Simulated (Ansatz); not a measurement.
A run of Ansatz 0.2.0:

The input input.yaml:

```yaml
crystal:
  lattice:
    - [0.0, 2.03, 2.03]
    - [2.03, 0.0, 2.03]
    - [2.03, 2.03, 0.0]
  atoms:
    - { symbol: W, position: [0.0, 0.0, 0.0] }
kpoints:
  mp_grid: { grid: [11, 11, 11] }
  band_path:
    path:
      - [0.0, 0.0, 0.0]
      - [0.5, 0.0, 0.5]
      - [0.5, 0.25, 0.75]
      - [0.375, 0.375, 0.75]
      - [0.0, 0.0, 0.0]
      - [0.5, 0.5, 0.5]
      - [0.625, 0.25, 0.625]
      - [0.5, 0.25, 0.75]
    npoints: 10
scf:
  occupations: { method: fermi_dirac, width: 0.05 }
hamiltonian:
  xc: lda
  pseudopotentials: { kind: all_electron, lapw: { basis_error: 0.001 } }
output:
  forces: true
  stress: true
  eigenvalues: true
```

Potentials or basis: all-electron LAPW, scalar-relativistic.

Command:

```sh
$ ansatz run input.yaml --threads 1 --pin off --max-ram 3072MiB --backend cpu --events-out ev --progress --plain --runs-dir out
```

Hardware: 1 thread of AMD EPYC 7R43 64-Core Processor (Zen 3), with other jobs on the host.

Problem. Estimate the wall time of this run.

Solution. Wall time 9.8 s on 1 thread of AMD EPYC 7R43 64-Core Processor (Zen 3), with other jobs on the host, peak memory 0.3 GiB. Counts: scf iterations 8, plane waves 169, k points 56, bands 23.
